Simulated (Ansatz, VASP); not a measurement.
## Cross-check of Ga35N36 (V_Ga) between VASP and Ansatz

One calculation is typed for both programs; each brings its own data sets. How far apart do they land? The cell is taken from a series of runs on this material, whose earlier steps may have relaxed, scaled, displaced or heated it; both programs get it as it stands.

Main program and level: Ansatz 0.2.0; plane waves, with VASP 6.6.1 beside it; single point at r2SCAN.

### Step 1. Set-up

The cell holds 71 atoms: 35 Ga and 36 N. Its edges and angles: a = 9.550 Å, b = 9.550 Å, c = 10.368 Å, α = 90.0°, β = 90.0°, γ = 120.0°. It derives from GaN (GaN (P6_3mc)). Nearest the centre at fractional (0.444, 0.556, 0.500): N40 at 2.08 Å, N52 at 2.08 Å, N56 at 2.08 Å, N55 at 2.13 Å, Ga5 at 3.11 Å, Ga20 at 3.11 Å, Ga7 at 3.12 Å, Ga22 at 3.12 Å. The cell carries charge −3.

Structure file:

```
Ga N
1.0
     9.54982    0.00000    0.00000
    -4.77491    8.27038    0.00000
     0.00000    0.00000   10.36766
Ga N
35 36
Direct
  0.22370 0.11163 0.25059
  0.11671 0.22955 0.49789
  0.22371 0.11208 0.74824
  0.11169 0.22301 0.00020
  0.22616 0.44568 0.25503
  0.11645 0.55350 0.49787
  0.22822 0.44676 0.74594
  0.11155 0.55500 0.00019
  0.22344 0.77701 0.25057
  0.11154 0.88908 0.49902
  0.22354 0.77684 0.74825
  0.11160 0.88900 0.99976
  0.55529 0.10988 0.25301
  0.44764 0.22922 0.49784
  0.55587 0.11042 0.74792
  0.44575 0.22291 0.00017
  0.55527 0.44530 0.25496
  0.55382 0.44657 0.74579
  0.44502 0.55562 0.99572
  0.55490 0.77441 0.25503
  0.44720 0.88414 0.49786
  0.55367 0.77219 0.74593
  0.44563 0.88909 0.00017
  0.89048 0.11002 0.25307
  0.77858 0.22205 0.49693
  0.89000 0.11042 0.74785
  0.77840 0.22230 0.00047
  0.89056 0.44522 0.25304
  0.77130 0.55302 0.49780
  0.88996 0.44451 0.74787
  0.77769 0.55487 0.00013
  0.88889 0.77688 0.25052
  0.77129 0.88405 0.49787
  0.88834 0.77667 0.74827
  0.77765 0.88908 0.00018
  0.22263 0.11036 0.43831
  0.11177 0.22067 0.18703
  0.22274 0.11102 0.93744
  0.11161 0.22146 0.68846
  0.20768 0.43719 0.43298
  0.11170 0.55608 0.18697
  0.21966 0.44310 0.93893
  0.11151 0.55531 0.68838
  0.22219 0.77848 0.43833
  0.11195 0.88855 0.18790
  0.22260 0.77799 0.93743
  0.11180 0.88856 0.68841
  0.55414 0.10987 0.44009
  0.44465 0.22054 0.18695
  0.55653 0.11139 0.93744
  0.44521 0.22128 0.68832
  0.56332 0.43719 0.43316
  0.44550 0.55506 0.18418
  0.55763 0.44293 0.93880
  0.44529 0.55506 0.70455
  0.56364 0.79309 0.43295
  0.44432 0.88870 0.18697
  0.55754 0.78097 0.93891
  0.44503 0.88884 0.68840
  0.89075 0.10999 0.44006
  0.77873 0.22176 0.18894
  0.88935 0.11138 0.93740
  0.77856 0.22175 0.68754
  0.89065 0.44651 0.44010
  0.77997 0.55588 0.18692
  0.88925 0.44414 0.93741
  0.77910 0.55520 0.68831
  0.89028 0.77803 0.43825
  0.77975 0.88874 0.18700
  0.88955 0.77787 0.93748
  0.77894 0.88875 0.68845
```

### Step 2. VASP: single point, r2SCAN

A single point gives forces, pressure and levels at one fixed geometry, so differences don't come from the geometry; what else differs is listed under the comparison.

Lines of VASP's logs that name or quote its potential files are left out, and so is its time.

INCAR reads:

```
SYSTEM = Ga35N36
PREC = Accurate
ENCUT = 580
EDIFF = 1E-06
NELM = 120
ISMEAR = -1
SIGMA = 0.01
LREAL = Auto
ALGO = Normal
METAGGA = R2SCAN
LASPH = .TRUE.
NELECT = 638
NBANDS = 376
LORBIT = 11
LWAVE = .FALSE.
LCHARG = .FALSE.
ISIF = 2
ISYM = 0
GGA_COMPAT = .FALSE.
EFERMI = MIDGAP
LMIXTAU = .TRUE.
KPAR = 4
```

POSCAR reads:

```
Ga35N36
1.0
    9.5498178172      0.0000000000      0.0000000000
   -4.7749089086      8.2703848312      0.0000000000
    0.0000000000      0.0000000000     10.3676634614
Ga N
35 36
Direct
    0.2237000000      0.1116300000      0.2505900000
    0.1167100000      0.2295500000      0.4978900000
    0.2237100000      0.1120800000      0.7482400000
    0.1116900000      0.2230100000      0.0002000000
    0.2261600000      0.4456800000      0.2550300000
    0.1164500000      0.5535000000      0.4978700000
    0.2282200000      0.4467600000      0.7459400000
    0.1115500000      0.5550000000      0.0001900000
    0.2234400000      0.7770100000      0.2505700000
    0.1115400000      0.8890800000      0.4990200000
    0.2235400000      0.7768400000      0.7482500000
    0.1116000000      0.8890000000      0.9997600000
    0.5552900000      0.1098800000      0.2530100000
    0.4476400000      0.2292200000      0.4978400000
    0.5558700000      0.1104200000      0.7479200000
    0.4457500000      0.2229100000      0.0001700000
    0.5552700000      0.4453000000      0.2549600000
    0.5538200000      0.4465700000      0.7457900000
    0.4450200000      0.5556200000      0.9957200000
    0.5549000000      0.7744100000      0.2550300000
    0.4472000000      0.8841400000      0.4978600000
    0.5536700000      0.7721900000      0.7459300000
    0.4456300000      0.8890900000      0.0001700000
    0.8904800000      0.1100200000      0.2530700000
    0.7785800000      0.2220500000      0.4969300000
    0.8900000000      0.1104200000      0.7478500000
    0.7784000000      0.2223000000      0.0004700000
    0.8905600000      0.4452200000      0.2530400000
    0.7713000000      0.5530200000      0.4978000000
    0.8899600000      0.4445100000      0.7478700000
    0.7776900000      0.5548700000      0.0001300000
    0.8888900000      0.7768800000      0.2505200000
    0.7712900000      0.8840500000      0.4978700000
    0.8883400000      0.7766700000      0.7482700000
    0.7776500000      0.8890800000      0.0001800000
    0.2226300000      0.1103600000      0.4383100000
    0.1117700000      0.2206700000      0.1870300000
    0.2227400000      0.1110200000      0.9374400000
    0.1116100000      0.2214600000      0.6884600000
    0.2076800000      0.4371900000      0.4329800000
    0.1117000000      0.5560800000      0.1869700000
    0.2196600000      0.4431000000      0.9389300000
    0.1115100000      0.5553100000      0.6883800000
    0.2221900000      0.7784800000      0.4383300000
    0.1119500000      0.8885500000      0.1879000000
    0.2226000000      0.7779900000      0.9374300000
    0.1118000000      0.8885600000      0.6884100000
    0.5541400000      0.1098700000      0.4400900000
    0.4446500000      0.2205400000      0.1869500000
    0.5565300000      0.1113900000      0.9374400000
    0.4452100000      0.2212800000      0.6883200000
    0.5633200000      0.4371900000      0.4331600000
    0.4455000000      0.5550600000      0.1841800000
    0.5576300000      0.4429300000      0.9388000000
    0.4452900000      0.5550600000      0.7045500000
    0.5636400000      0.7930900000      0.4329500000
    0.4443200000      0.8887000000      0.1869700000
    0.5575400000      0.7809700000      0.9389100000
    0.4450300000      0.8888400000      0.6884000000
    0.8907500000      0.1099900000      0.4400600000
    0.7787300000      0.2217600000      0.1889400000
    0.8893500000      0.1113800000      0.9374000000
    0.7785600000      0.2217500000      0.6875400000
    0.8906500000      0.4465100000      0.4401000000
    0.7799700000      0.5558800000      0.1869200000
    0.8892500000      0.4441400000      0.9374100000
    0.7791000000      0.5552000000      0.6883100000
    0.8902800000      0.7780300000      0.4382500000
    0.7797500000      0.8887400000      0.1870000000
    0.8895500000      0.7778700000      0.9374800000
    0.7789400000      0.8887500000      0.6884500000
```

KPOINTS reads:

```
Points of the shifted mesh
8
Reciprocal
 0.2500000000  0.2500000000  0.2500000000 1
 0.2500000000  0.2500000000  0.7500000000 1
 0.2500000000  0.7500000000  0.2500000000 1
 0.2500000000  0.7500000000  0.7500000000 1
 0.7500000000  0.2500000000  0.2500000000 1
 0.7500000000  0.2500000000  0.7500000000 1
 0.7500000000  0.7500000000  0.2500000000 1
 0.7500000000  0.7500000000  0.7500000000 1
```

The projector-augmented-wave data sets are Ga_d and N (PBE family, release 64).

The run is started by

```console
$ mpirun -np 8 vasp_std
```

Numbers of over 12 decimals in the logs are rounded to 6 here.

The log of the run:

```text
[banner, memory and clock lines left out]
running    8 mpi-ranks, on    1 nodes
[...]
|                                                                             |
|           W    W    AA    RRRRR   N    N  II  N    N   GGGG   !!!           |
|           W    W   A  A   R    R  NN   N  II  NN   N  G    G  !!!           |
|           W    W  A    A  R    R  N N  N  II  N N  N  G       !!!           |
|           W WW W  AAAAAA  RRRRR   N  N N  II  N  N N  G  GGG   !            |
|           WW  WW  A    A  R   R   N   NN  II  N   NN  G    G                |
|           W    W  A    A  R    R  N    N  II  N    N   GGGG   !!!           |
|                                                                             |
|     For optimal performance we recommend to set                             |
|       NCORE = 2 up to number-of-cores-per-socket                            |
|     NCORE specifies how many cores store one orbital (NPAR=cpu/NCORE).      |
|     This setting can greatly improve the performance of VASP for DFT.       |
[...]
DAV:   5    -0.933904315753E+03   -0.62596E+02   -0.61995E+02 10264   0.485E+01BRMIX: very serious problems
 the old and the new charge density differ
 old charge density:   635.00000 new  638.00000
BRMIX: very serious problems
 the old and the new charge density differ
 old charge density:   635.00000 new  638.00000
BRMIX: very serious problems
 the old and the new charge density differ
 old charge density:   635.00000 new  638.00000
BRMIX: very serious problems
 the old and the new charge density differ
 old charge density:   635.00000 new  638.00000
    0.443E+01
DAV:   6    -0.806674737980E+03    0.12723E+03   -0.24690E+02  9784   0.590E+01    0.139E+01
DAV:   7    -0.756232521456E+03    0.50442E+02   -0.57837E+01  6992   0.171E+01    0.103E+01
DAV:   8    -0.793618233142E+03   -0.37386E+02   -0.20694E+01  6912   0.341E+01    0.490E+00
DAV:   9    -0.747163301087E+03    0.46455E+02   -0.11948E+01  6744   0.136E+01    0.433E+00
[...]
DAV:  29    -0.752872783559E+03    0.18035E-04   -0.17484E-05  7504   0.436E-02    0.324E-03
DAV:  30    -0.752872782696E+03    0.86284E-06   -0.11559E-05  6744   0.110E-02    0.326E-03
DAV:  31    -0.752872783298E+03   -0.60187E-06   -0.21408E-06  4248   0.442E-03
   1 F= -.75287278E+03 E0= -.75287278E+03  d E =0.000000E+00
```

Parts of OUTCAR (step 2):

```text
 POSITION                                       TOTAL-FORCE (eV/Angst)
 -----------------------------------------------------------------------------------
      1.60327      0.92322      2.59803        -0.007762      0.005871      0.002474
      0.01848      1.89847      5.16196         0.016225     -0.024270     -0.000205
      1.60122      0.92694      7.75750         0.005667     -0.000396      0.003219
      0.00177      1.84438      0.00207         0.001337     -0.009166      0.006691
      0.03171      3.68595      2.64407        -0.017802     -0.023675     -0.015943
     -1.53084      4.57766      5.16175        -0.012514      0.014080      0.012288
      0.04622      3.69488      7.73365        -0.035583     -0.007947      0.005195
     -1.58479      4.59006      0.00197         0.003459      0.001412      0.003795
     -1.57634      6.42617      2.59783        -0.011231      0.005785      0.000887
     -3.18009      7.35303      5.17367         0.018639     -0.012878     -0.003714
     -1.57457      6.42477      7.75760        -0.000030     -0.000157      0.013927
     -3.17913      7.35237     10.36518         0.011417     -0.009441      0.007571
      4.77825      0.90875      2.62312        -0.010610      0.027625      0.017840
      3.18038      1.89574      5.16144         0.007598     -0.014472      0.001957
[...]
-----------------------------------------------------------------------------------
    total drift:                                0.026373      0.022717     -0.146702

  FREE ENERGIE OF THE ION-ELECTRON SYSTEM (eV)
  ---------------------------------------------------
  free  energy   TOTEN  =      -752.8727832977 eV

  energy  without entropy=     -752.8727832977  energy(sigma->0) =     -752.87278330

[... 1 further part left out ...]
```

The cell is charged against a uniform background.

The run ends at a pressure of 7.50 GPa, with forces up to 0.059 eV/Å.

### Step 3. Ansatz: single point, r2SCAN

Ansatz runs on its PAW soft_1 files.

The same cell, functional, mesh and smearing now go to Ansatz.

input.yaml reads:

```yaml
crystal:
  checkpoint: "../qm3.relax.run"
  host: checkpoint
total_charge: -3
basis:
  ecutwfc: 500
  xc_grid: 2
hamiltonian:
  xc: r2scan
  pseudopotentials: { kind: paw, azcp: { folder: soft_1 } }
kpoints:
  mp_grid: { grid: [2, 2, 2], shift: [0.5, 0.5, 0.5] }
scf:
  occupations: { method: fermi_dirac, width: 0.01 }
  max_iter: 80
output:
  forces: true
  charged_corrections:
    epsilon: [5.83, 5.83, 6.02]
    static_epsilon: [10.1, 10.1, 11.19]
    defect_position: [0.444444, 0.555556, 0.499553]
  eigenvalues: true
  eigenstates: { localisation: true }
checkpoint:
  read: "../qm3.relax.run"
  write: "../qm3.semi.run"
  compress: false
  write_wavefunctions: false
  write_every: 100000
```

The run is started by

```console
$ ansatz run input.yaml --threads 32 --pin off --max-ram 84787MiB --backend cuda --events-out ev --progress --plain --runs-dir out --max-vram 78GiB
```

The log of the run:

```text
crystal.checkpoint: the structure is that of <dir>, a `relax` run, at its step 6: its result, under r2scan at a charge of -3 e; 71 atoms read, 0 with a starting moment; crystal.structure_sha256 for this input is
Engine: ansatz 0.2.0, aarch64-unknown-linux-gnu
Pseudopotentials: kind: paw
Pseudopotential: Ga, paw, valence charge 13, recommended cutoff 500 eV (meta_gga), soft_1/Ga.paw.azcp
Pseudopotential: N, paw, valence charge 5, recommended cutoff 500 eV (meta_gga), soft_1/N.paw.azcp
Functional definition: r2SCAN
  parameter k0 = 0.174
  parameter k1 = 0.065
  parameter a1 = 4.9479
  exchange = r2scan_x(k0 = k0, k1 = k1, a1 = a1)
  correlation = r2scan_c
device memory: the entry about to start is reckoned to put 14.6 GiB on a device that reports 176.9 GiB free (of which the cap on the GPU budget leaves the run 78.0 GiB)
GPU FFT provider: cuFFT
GPU libraries: cuBLAS 13.8.1, cuFFT 12.4.0, cuSOLVER 12.3.2
GPU matrix products: emulated (plane waves: as basis.precision tells), large ones in fixed point in workspaces of 1.00 GiB
Crystal: 71 atoms, lattice volume = 818.845 Å³
Basis set: ecut = 500 eV, 20899 PW (Γ), exchange–correlation on 144×144×160 points (8 copies of the dense FFT grid, shifted against one another)
Bands: 390, of which v1, the nominal top of the filled ones, is band 319 counted from 1 (318 counted from 0)
Symmetry: 1 space group operations
Space group: P1 (ITA 1), of the structure as read, at distance tolerance 9.4e-5 Å
k-points: 4 of 8 (time reversal used)
Non-local potential: Ga, projectors of the file, l = 0: 2, l = 1: 2, l = 2: 3, l = 3: 1
Non-local potential: N, projectors of the file, l = 0: 2, l = 1: 2, l = 2: 1
PAW form: soft (Blöchl's): semilocal exchange-correlation on the pseudo side does not see the compensation charge
PAW frozen core: Ga, regenerated for the run's functional (the file was generated under x = pbe(κ = 0.804, μ = 0.219515), c = pbe(β = 0.066725))
PAW frozen core: N, regenerated for the run's functional (the file was generated under x = pbe(κ = 0.804, μ = 0.219515), c = pbe(β = 0.066725))
PAW one-centre angular grid: Ga, 590 points (default); XC on 160 Gauss nodes
PAW one-centre angular grid: N, 302 points (default); XC on 160 Gauss nodes
Initial density: read from a saved state, or passed on in memory by an earlier SCF of this step, an earlier step, the calling program or the single point that the run made first
Initial wavefunctions: pseudopotential atomic-orbital guess — the wavefunctions supplied were not used: k-point sampling differs
GPU buffer pool allocated for 414720 grid points (all kernels)
GPU transforms: local potential: pruned to the plane-wave sphere, on 72×72×75; band sums: pruned to the plane-wave sphere, on 72×72×80
Functional: x = r2scan, c = r2scan; τ floored in thin density (d = 2e-4 eV/Å³)
iter 1 solved again at ethr=4.16e-6 eV; its pass at ethr=3.10e-3 eV (dr2=2.65e-2 eV) is discarded
SCF iter   1: F=—  HF=-146522.440221 eV  |Δ(HF+E_count)|=         —  Δρ=2.51e-3  dr2=2.78e-2  dr2_τ=2.13e-3  Hψ=9073
preconditioner: auto → Resta (q_TF=auto, 2.617 Å⁻¹)  ε∞=4.5  [insulator: Δε(μ)=2.172 eV  Ē_g=17.494 eV  σ=0.010 eV  W_gap=1.00  n_scr=236 (ndim 8)  ℏωp=32.8 eV  f_vac=0.014  D(μ)=0.00/eV (n_scr^D=0)  ε∞_Penn≈4.5]
SCF iter   2: F=—  HF=-146522.439640 eV  |Δ(HF+E_count)|=   5.81e-4  Δρ=1.28e-3  dr2=5.09e-3  dr2_τ=4.44e-4  Hψ=2274
SCF iter   3: F=—  HF=-146522.442553 eV  |Δ(HF+E_count)|=   2.91e-3  Δρ=4.07e-4  dr2=7.37e-4  dr2_τ=6.37e-5  Hψ=1560
SCF iter   4: F=—  HF=-146522.438867 eV  |Δ(HF+E_count)|=   3.69e-3  Δρ=8.14e-5  dr2=4.29e-5  dr2_τ=1.51e-6  Hψ=2622
SCF iter   5: F=—  HF=-146522.441314 eV  |Δ(HF+E_count)|=   2.45e-3  Δρ=4.17e-5  dr2=8.67e-6  dr2_τ=2.91e-7  Hψ=2820
SCF iter   6: F=—  HF=-146522.441318 eV  |Δ(HF+E_count)|=   3.93e-6  Δρ=7.30e-6  dr2=4.59e-7  dr2_τ=3.84e-8  Hψ=2836
SCF iter   7: F=-146522.441318 eV  HF=-146522.441318 eV  |Δ(HF+E_count)|=   2.26e-8  Δρ=2.93e-6  dr2=6.37e-8  dr2_τ=7.57e-9  Hψ=5743
SCF 1 converged in 7 iterations: F = -146522.441318 eV  dr2 = 6.37e-8
  greatest PAW one-centre occupation: 0.995 electrons in one spin orbital (limit 2), on the Ga atom at site 43 (counted from 0), in its partial waves of l = 2
SCF converged after 7 iterations
Free energy (F): -146522.441318 eV
Harris-Foulkes:  -146522.441318 eV  (|F-HF|=3.24e-8)
Internal energy: -146522.441318 eV  (E = F + TS)
E sigma→0 (E₀):  -146522.441318 eV
Fermi energy:    11.307194 eV
--- Per-component energies (eV) ---
  E_band       = -714.391250
  E_kinetic    = 8590.357133
  E_local      = -51382.452855  (includes V_loc(G=0)·N_el)
  E_nonlocal   = -1816.893219
  E_hartree    = 32248.159703
  E_xc         = -4143.635402
  E_vxc        = -5027.251304  (∫ρ·V_xc dr)
  E_paw        = -75083.531970  (= ΣΔE_a)
  E_vpaw       = -15849.548500  (= ΣTr[D̂ρ^β])
  E_aug_tail   = 0.000912  (compensation charges beyond the density's cutoff)
  E_vtau       = 275.085415  (kinetic-family band-sum trace: ∫τ·v_τ [+ j·A + Jᵃ·Aᵃ] dr)
  E_ewald      = -54910.524001
  E_core_change = -23.921620  (= ΣΔE_core)
  E_smearing   = -0.000000  (= −TS)
  E_closure    = -0.000000  (closes the sum)
  E_deformation_potential = -53.173916  (in the stress; not in F)
  Σ components = -146522.441318   (vs F -146522.441318, Δ=0.00e0)
--- Forces (eV/Å), atoms counted from 1 ---
  atom   1  Ga    -0.01384609     0.00167583    -0.00432290
  atom   2  Ga     0.00000691    -0.01623260    -0.00691305
  atom   3  N     -0.01059761    -0.00748299     0.00612486
  atom   4  N     -0.00650918    -0.00188673    -0.01073238
  atom   5  Ga    -0.00269739    -0.00076760     0.00470901
  atom   6  Ga     0.00113426    -0.00828316     0.00916082
  [... 65 more lines of this table ...]
  max |Σ_I F_I| component: 1.49e-3 eV/Å
--- Charged-cell corrections in eV (Makov–Payne, q = -3.000 e, ε = [5.830, 5.830, 6.020] of the electrons, [10.100, 10.100, 11.190] with the ions) ---
  F (periodic)     = -146522.441318  (uncorrected; the corrections below are reported, never added to it)
  E_corr1          = +3.340257  (monopole, q²α_M/2ε̄L, of the cell on which ε is isotropic)
  F Makov-Payne    = n/a  (the rows are of the electrons' constant alone; ansatz place-levels tells what screens the charge)
  no potential alignment in this run, which stands beside a crystal: run the host's input off ansatz write-host-input, and read the two finished runs by ansatz place-levels (neither reads a slab, a wire or a sheet, whose cell leaves a vacuum)
--- Band table (eV) ---
  k-point 0: bands = ["-7.5440", "-7.3663", "-7.2631", "-7.2142", "-7.0788", "-6.9836", "-6.9599", "-6.9533", "-6.9333", "-6.8941", "-6.8734", "-6.8268", "-6.8066", "-6.8044", "-6.7794", "-6.7718", "-
  k-point 1: bands = ["-7.5440", "-7.3663", "-7.2630", "-7.2143", "-7.0788", "-6.9837", "-6.9600", "-6.9533", "-6.9332", "-6.8942", "-6.8734", "-6.8268", "-6.8065", "-6.8043", "-6.7793", "-6.7719", "-
  k-point 2: bands = ["-7.6565", "-7.3025", "-7.2508", "-7.1066", "-7.0840", "-6.9983", "-6.9905", "-6.9444", "-6.9334", "-6.8628", "-6.8614", "-6.8489", "-6.8351", "-6.7838", "-6.7778", "-6.7680", "-
  k-point 3: bands = ["-7.6565", "-7.3009", "-7.2534", "-7.1065", "-7.0813", "-7.0030", "-6.9876", "-6.9436", "-6.9334", "-6.8614", "-6.8610", "-6.8519", "-6.8362", "-6.7817", "-6.7783", "-6.7682", "-
```

### Step 4. Side by side

Known differences besides the potentials themselves: VASP keeps PBE cores, Ansatz makes them for the functional; the cutoff is 500 eV in Ansatz and 580 eV in VASP (PREC = Accurate, projectors in real space). Total energies have different zeros and are not compared.

Compared:

```
              quantity  Ansatz   VASP  difference
gap on the k mesh (eV)   2.169  2.152      +0.017
```

At this near-relaxed geometry the largest component of a force difference is 65 meV/Å. A gap on the mesh is an upper bound, since the band edges may lie between its points. The cell carries a charge of -3 e against a uniform background, so its pressure also hangs on how the neutralising background is counted, and in a defect's cell a gap may be the spacing between its levels.

### Step 5. What came out

```json
{
  "difference in gap on the k mesh (single point, r2SCAN)": "0.017 eV",
  "r.m.s. force difference (single point, r2SCAN)": "12 meV/Å"
}
```

The r.m.s. force difference is 12 meV/Å (single point, r2SCAN), at about the 12 meV/Å picked in this series as the mark of a large difference. How closely two codes agree says nothing of how well the functional describes the real material.

[Lines on the potential files, build, host, timing and source positions are cut from VASP's logs without a mark.]

[Logs are printed without paths, hosts, clocks, repeated set-up lines and the standing remarks that a program may print on its own settings, such as how far it seeks lower states.]

[Hosts, paths, dates, database ids (printed as entryN), source tags and the programs' standing remarks are cut or masked in the printed files.]
